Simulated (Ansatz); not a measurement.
A structure relaxed at PBE0-D4/def2-TZVPD, charge -1, multiplicity 1:

```xyz
10

C     0.2287   -0.0075    1.1688
C    -0.3477    0.4307   -0.1643
C     0.0622   -0.4448   -1.3825
O     0.8241   -1.4064   -1.1484
O    -0.4255   -0.0791   -2.4729
H    -0.0754   -1.0307    1.4024
H     1.3207   -0.0121    1.1330
H    -0.0914    0.6478    1.9899
H    -1.4435    0.4413   -0.1302
H    -0.0521    1.4609   -0.3957
```

Question: Give its formula and SMILES.

Answer: C3H5O2, `CCC(=O)[O-]`.

Question: Point group (tolerance 0.08 Å, 0.16 Å for H)?

Answer: Cs.

Question: Summarise the bond lengths by kind.

Answer: 2 × C–C 1.517 to 1.555 Å; 5 × C–H 1.093 to 1.098 Å; 2 × C–O 1.249 Å.

Results of the Gaussian-basis code of Ansatz.
